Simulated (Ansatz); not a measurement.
BaTiO3:

```
Ba Ti O
1.0
    -3.80268   -0.05658   -0.02182
    -0.02191   -0.03168   -4.13033
    -0.11316   -7.97351   -0.06307
Ba Ti O
2 2 6
Cartesian
  -0.2466 -3.9791 -3.7874
  -0.0540 -0.2243 -3.8091
  -1.7732 -1.6800 -2.1731
  -2.0067 -6.1212 -2.0029
  -1.8588 -1.9453 -0.1906
  -1.8152 -5.5583 -0.3551
  -2.1087 -3.6341 -2.2729
  -2.0275 -0.2908 -2.3182
  -3.7738 -2.1462 -1.9271
  -0.1085 -6.6995 -2.1549
```

| Quantity | Value |
| --- | --- |
| Program | Ansatz 0.2.0 |
| Task | relaxation of cell and atoms |
| Functional | PBEsol |
| Potentials or basis | Ansatz PAW |
| Cutoff | 420 eV (not typed: the program's choice for these potentials) |
| k mesh | 7 × 7 × 4 |
| Occupations | fermi-dirac, width 0.05 eV |
| Spin | no spin polarisation |
| Hubbard terms | Ti d U = 1 eV |

At the start: volume 12.52 Å³/atom.

Where does the relaxation end?

It ends after 13 steps and the volume is 12.68 Å³/atom (+1.3 %); space group R3m (No. 160, to 0.05 Å).

Step by step:
```tsv
step	energy change (eV)	largest force (eV/Å)	volume (Å³)
1	0.0000	26.4960	125.20
2	-6.4475	10.7501	131.19
3	-9.0676	3.1828	130.23
4	-9.8843	1.2479	129.96
5	-10.0874	0.1287	126.78
6	-10.0926	0.0335	126.66
7	-10.0928	0.0016	126.68
8	-10.1089	0.0027	126.68
9	-10.1104	0.0050	126.80
10	-10.1105	0.0008	126.81
11	-10.1112	0.0008	126.81
12	-10.1113	0.0004	126.81
13	-10.1113	0.0005	126.81
```

Final structure:
```yaml
crystal:
  lattice:
    - [-3.98536, -0.00359, -0.00354]
    - [-0.00390, -0.00406, -3.98894]
    - [-0.00746, -7.97661, -0.00764]
  atoms:
    - { symbol: Ba, position: [0.99460, 0.99428, 0.49717] }
    - { symbol: Ba, position: [0.99460, 0.99428, 0.99717] }
    - { symbol: Ti, position: [0.48502, 0.48429, 0.24220] }
    - { symbol: Ti, position: [0.48502, 0.48429, 0.74221] }
    - { symbol: O, position: [0.50497, 0.01098, 0.25256] }
    - { symbol: O, position: [0.50498, 0.01098, 0.75257] }
    - { symbol: O, position: [0.50499, 0.50518, 0.50544] }
    - { symbol: O, position: [0.50499, 0.50518, 0.00544] }
    - { symbol: O, position: [0.01042, 0.50528, 0.25262] }
    - { symbol: O, position: [0.01042, 0.50528, 0.75262] }
```

Caveat: the electronic state changed during the relaxation; the plane-wave basis is chosen anew once the cell has moved, so the energies of steps on either side of that aren't comparable; the pressure holds a Pulay correction of +0.6 GPa for the finite cutoff; the PAW data sets come from PBE, with cores solved anew for the run's functional, which leaves a small shift of forces and pressure.
